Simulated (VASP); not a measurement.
# Os (P6_3/mmc) in VASP: notebook, part 2 of 2

VASP 6.6.1. Earlier steps stand in the parts before.

### 3 Band structure, PBE

File POSCAR:

```
Os
1.0
    2.7341000000      0.0000000000      0.0000000000
   -1.3670500000      2.3678000565      0.0000000000
    0.0000000000      0.0000000000      4.3197000000
Os
2
Direct
    0.6666666667      0.3333333333      0.7500000000
    0.3333333333      0.6666666667      0.2500000000
```

File INCAR.step1:

```
PREC     = Accurate       # precision mode
ENCUT    = 520            # plane-wave cutoff, eV
EDIFF    = 1E-7           # SCF threshold, eV
ISMEAR   = -1             # smearing method
SIGMA    = 0.05           # smearing width, eV
LREAL    = F              # projectors in reciprocal space
LASPH    = T              # aspherical terms in the spheres
NELM     = 80             # most SCF steps
ALGO     = Normal         # electronic algorithm
ISIF     = 2              # what is computed and relaxed
LWAVE    = F              # write WAVECAR
LCHARG   = T              # write CHGCAR
LMAXMIX  = 4              # l up to which the mixer works
GGA      = PE             # functional
```

File KPOINTS.step1:

```
Automatic mesh
0
Gamma
  11 11 6
```

File INCAR.step2:

```
PREC     = Accurate       # precision mode
ENCUT    = 520            # plane-wave cutoff, eV
EDIFF    = 1E-7           # SCF threshold, eV
ISMEAR   = 0              # smearing method
SIGMA    = 0.05           # smearing width, eV
LREAL    = F              # projectors in reciprocal space
LASPH    = T              # aspherical terms in the spheres
NELM     = 80             # most SCF steps
ALGO     = Normal         # electronic algorithm
ISIF     = 2              # what is computed and relaxed
LWAVE    = F              # write WAVECAR
LCHARG   = F              # write CHGCAR
LMAXMIX  = 4              # l up to which the mixer works
GGA      = PE             # functional
ICHARG   = 11             # starting density
```

File KPOINTS.step2:

```
path GMKGALHA,LM,KH
15
line-mode
reciprocal
 0.0000000000  0.0000000000  0.0000000000  G
 0.5000000000  0.0000000000  0.0000000000  M

 0.5000000000  0.0000000000  0.0000000000  M
 0.3333333333  0.3333333333  0.0000000000  K

 0.3333333333  0.3333333333  0.0000000000  K
 0.0000000000  0.0000000000  0.0000000000  G

 0.0000000000  0.0000000000  0.0000000000  G
 0.0000000000  0.0000000000  0.5000000000  A

 0.0000000000  0.0000000000  0.5000000000  A
 0.5000000000  0.0000000000  0.5000000000  L

 0.5000000000  0.0000000000  0.5000000000  L
 0.3333333333  0.3333333333  0.5000000000  H

 0.3333333333  0.3333333333  0.5000000000  H
 0.0000000000  0.0000000000  0.5000000000  A

 0.5000000000  0.0000000000  0.5000000000  L
 0.5000000000  0.0000000000  0.0000000000  M

 0.3333333333  0.3333333333  0.0000000000  K
 0.3333333333  0.3333333333  0.5000000000  H
```

Potentials or basis: VASP PAW PBE potentials, release 64 (Os_pv).

Command:

```
> cat potpaw_PBE.64/Os_pv/POTCAR > POTCAR
> cp INCAR.step1 INCAR
> cp KPOINTS.step1 KPOINTS
> mpirun -np 1 vasp_std > vasp.out
> cp INCAR.step2 INCAR
> cp KPOINTS.step2 KPOINTS
> mpirun -np 1 vasp_std > vasp.out
```

OUTCAR:

```text
PREC = Accurate
   ENCUT = 520
   EDIFF = 1E-7
   ISMEAR = 0
   LREAL = F
   LASPH = T
   NELM = 80
   ISIF = 2
   GGA = PE
   ICHARG = 11

 ion  position               nearest neighbor table
   1  0.667  0.333  0.750-   2 2.68   2 2.68   2 2.68   2 2.68   2 2.68   2 2.68
   2  0.333  0.667  0.250-   1 2.68   1 2.68   1 2.68   1 2.68   1 2.68   1 2.68

  LATTYP: Found a hexagonal cell.
 ALAT       =     2.7341000000
 C/A-ratio  =     1.5799348963

  Lattice vectors:

 A1 = (   2.7341000000,   0.0000000000,   0.0000000000)
 A2 = (  -1.3670500000,   2.3678000565,   0.0000000000)
 A3 = (   0.0000000000,   0.0000000000,   4.3197000000)

Analysis of symmetry for initial positions (statically):
=====================================================================
 Subroutine PRICEL returns:
 Original cell was already a primitive cell.

 Routine SETGRP: Setting up the symmetry group for a
 hexagonal supercell.

 Subroutine GETGRP returns: Found 24 space group operations
 (whereof 12 operations were pure point group operations)
 out of a pool of 24 trial point group operations.
[... 154 lines left out ...]
  free energy    TOTEN  =       -22.49194941 eV

  energy without entropy =      -22.49045471  energy(sigma->0) =      -22.49120206

 E-fermi :   9.1594     XC(G=0): -14.4155

 val. band max:        9.1511069346   @ k =   0.3333   0.3333   0.2857
 cond. band min:       9.1634672997   @ k =   0.0000   0.0000   0.3571
 fundamental gap:      0.0123603651
 Fermi energy:         9.1594049345

 k-point     1 :       0.0000    0.0000    0.0000
  band No.  band energies     occupation
      1     -37.6089      2.00000
      2     -36.6702      2.00000
      3     -36.6702      2.00000
      4     -36.4923      2.00000
      5     -36.4923      2.00000
      6     -36.4466      2.00000
[... 481 lines left out ...]
      5     -36.8054      2.00000
      6     -36.7706      2.00000
[... 10 lines left out ...]
     17      14.1494      0.00000
     18      14.8880      0.00000

 [... further k-points ...]

------------------------ aborting loop because EDIFF is reached ----------------------------------------

  FORCE on cell =-STRESS in cart. coord.  units (eV):
  Direction    XX          YY          ZZ          XY          YZ          ZX
  --------------------------------------------------------------------------------------
  -------------------------------------------------------------------------------------
  Total        1.1931428      1.1931428      4.6784201      0.0000000      0.0000000      0.0000000
  in kB       68.3581033     68.3581033    268.0382619      0.0000000      0.0000000      0.0000000
  external PRESSURE =     134.9181561 kB  Pullay stress =       0.0000000 kB

 VOLUME and BASIS-vectors are now :
 -----------------------------------------------------------------------------
  energy-cutoff  :      520.00
  volume of cell :       27.96
      direct lattice vectors                 reciprocal lattice vectors
     2.734100000  0.000000000  0.000000000     0.365751070  0.211166479  0.000000000
    -1.367050000  2.367800057  0.000000000     0.000000000  0.422332957  0.000000000
     0.000000000  0.000000000  4.319700000     0.000000000  0.000000000  0.231497558

 POSITION                                       TOTAL-FORCE (eV/Angst)
 -----------------------------------------------------------------------------------
      1.36705      0.78927      3.23977        -0.000000      0.000000      0.000000
     -0.00000      1.57853      1.07993         0.000000      0.000000      0.000000
 -----------------------------------------------------------------------------------
    total drift:                               -0.000000      0.000000     -0.000000

  FREE ENERGIE OF THE ION-ELECTRON SYSTEM (eV)
  ---------------------------------------------------
  free  energy   TOTEN  =       -22.4919494117 eV

  energy  without entropy=      -22.4904547061  energy(sigma->0) =      -22.49120206
```

It took 47 s on 1 thread of Intel Xeon Platinum 8375C at 2.90GHz (Ice Lake), shared host; peak memory 0.17 GiB.

What came out:

| Item | Value |
| --- | --- |
| Band gap along the path | none (metal or under the smearing width) |

Levels at the corners of the path, in eV from the Fermi level:
```tsv
point	band 11	band 12	band 13	band 14	band 15	band 16	band 17	band 18
Γ	-2.76	-2.17	-2.17	-1.52	-1.52	0.06	1.74	1.74
M	-2.88	-2.54	-1.84	2.09	2.66	2.77	4.48	5.79
M	-2.88	-2.54	-1.84	2.09	2.66	2.77	4.48	5.79
K	-3.40	-3.40	-1.29	1.54	1.54	2.11	5.43	5.43
K	-3.40	-3.40	-1.29	1.54	1.54	2.11	5.43	5.43
Γ	-2.76	-2.17	-2.17	-1.52	-1.52	0.06	1.74	1.74
Γ	-2.76	-2.17	-2.17	-1.52	-1.52	0.06	1.74	1.74
A	-3.21	-3.21	-3.21	-3.21	0.94	0.94	0.94	0.94
A	-3.21	-3.21	-3.21	-3.21	0.94	0.94	0.94	0.94
L	-1.17	-1.17	-0.12	-0.12	2.43	2.43	3.37	3.37
L	-1.17	-1.17	-0.12	-0.12	2.43	2.43	3.37	3.37
H	-3.40	-3.40	-1.32	-1.32	1.68	1.68	8.48	8.48
H	-3.40	-3.40	-1.32	-1.32	1.68	1.68	8.48	8.48
A	-3.21	-3.21	-3.21	-3.21	0.94	0.94	0.94	0.94
L	-1.17	-1.17	-0.12	-0.12	2.43	2.43	3.37	3.37
M	-2.88	-2.54	-1.84	2.09	2.66	2.77	4.48	5.79
K	-3.40	-3.40	-1.29	1.54	1.54	2.11	5.43	5.43
H	-3.40	-3.40	-1.32	-1.32	1.68	1.68	8.48	8.48
```

Caveat: the log is that of the step along the path at fixed density, whose energy, stress, charges and moments have no meaning; spin-orbit coupling is left out, which moves the levels of the heavy elements.

### 4 Band structure, PBE

File INCAR:

```
ALGO = Normal ; EDIFF = 1E-6
ENCUT = 600 ; GGA = PE
ISIF = 2 ; ISMEAR = -1
LASPH = True ; LCHARG = False
LMAXMIX = 4 ; LREAL = False
LWAVE = False ; NBANDS = 23
NELM = 80 ; PREC = Accurate
SIGMA = 0.05
```

File KPOINTS:

```
k-points
0
Gamma
  11 11 6
```

POSCAR is that of step 3.

File KPOINTS_OPT:

```
path GMKGALHA,LM,KH
10
line-mode
reciprocal
 0.0000000000  0.0000000000  0.0000000000  G
 0.5000000000  0.0000000000  0.0000000000  M

 0.5000000000  0.0000000000  0.0000000000  M
 0.3333333333  0.3333333333  0.0000000000  K

 0.3333333333  0.3333333333  0.0000000000  K
 0.0000000000  0.0000000000  0.0000000000  G

 0.0000000000  0.0000000000  0.0000000000  G
 0.0000000000  0.0000000000  0.5000000000  A

 0.0000000000  0.0000000000  0.5000000000  A
 0.5000000000  0.0000000000  0.5000000000  L

 0.5000000000  0.0000000000  0.5000000000  L
 0.3333333333  0.3333333333  0.5000000000  H

 0.3333333333  0.3333333333  0.5000000000  H
 0.0000000000  0.0000000000  0.5000000000  A

 0.5000000000  0.0000000000  0.5000000000  L
 0.5000000000  0.0000000000  0.0000000000  M

 0.3333333333  0.3333333333  0.0000000000  K
 0.3333333333  0.3333333333  0.5000000000  H
```

Potentials or basis: VASP PAW PBE potentials, release 64 (Os_sv_GW).

Command:

```
> cat potpaw_PBE.64/Os_sv_GW/POTCAR > POTCAR
> mpirun -np 1 vasp_std > vasp.out
```

Wall time 64 s (1 thread of Intel Xeon Platinum 8375C at 2.90GHz (Ice Lake), shared host); peak memory 0.2 GiB.

It converged, with:

* Free energy: -24.7086 eV
* Pressure: 8.2 GPa
* Band gap along the path: none (metal or under the smearing width)

Stress tensor (GPa, compression positive):
```
8.03 0.00 0.00
0.00 8.03 0.00
0.00 0.00 8.50
```

Levels at the corners of the path, in eV from the Fermi level:
```tsv
point	band 12	band 13	band 14	band 15	band 16	band 17	band 18	band 19	band 20	band 21
Γ	-3.01	-2.75	-2.16	-2.16	-1.51	-1.51	0.06	1.74	1.74	9.07
M	-3.50	-2.87	-2.53	-1.83	2.11	2.67	2.79	4.49	5.77	9.26
M	-3.50	-2.87	-2.53	-1.83	2.11	2.67	2.79	4.49	5.77	9.26
K	-4.58	-3.39	-3.39	-1.29	1.54	1.54	2.13	5.34	5.34	7.10
K	-4.58	-3.39	-3.39	-1.29	1.54	1.54	2.13	5.34	5.34	7.10
Γ	-3.01	-2.75	-2.16	-2.16	-1.51	-1.51	0.06	1.74	1.74	9.07
Γ	-3.01	-2.75	-2.16	-2.16	-1.51	-1.51	0.06	1.74	1.74	9.07
A	-3.53	-3.20	-3.20	-3.20	-3.20	0.96	0.96	0.96	0.96	13.06
A	-3.53	-3.20	-3.20	-3.20	-3.20	0.96	0.96	0.96	0.96	13.06
L	-5.30	-1.16	-1.16	-0.13	-0.13	2.45	2.45	3.36	3.36	9.13
L	-5.30	-1.16	-1.16	-0.13	-0.13	2.45	2.45	3.36	3.36	9.13
H	-4.92	-3.39	-3.39	-1.32	-1.32	1.68	1.68	8.40	8.40	9.39
H	-4.92	-3.39	-3.39	-1.32	-1.32	1.68	1.68	8.40	8.40	9.39
A	-3.53	-3.20	-3.20	-3.20	-3.20	0.96	0.96	0.96	0.96	13.06
L	-5.30	-1.16	-1.16	-0.13	-0.13	2.45	2.45	3.36	3.36	9.13
M	-3.50	-2.87	-2.53	-1.83	2.11	2.67	2.79	4.49	5.77	9.26
K	-4.58	-3.39	-3.39	-1.29	1.54	1.54	2.13	5.34	5.34	7.10
H	-4.92	-3.39	-3.39	-1.32	-1.32	1.68	1.68	8.40	8.40	9.39
```

Caveat: spin-orbit coupling is left out, which moves the levels of the heavy elements.
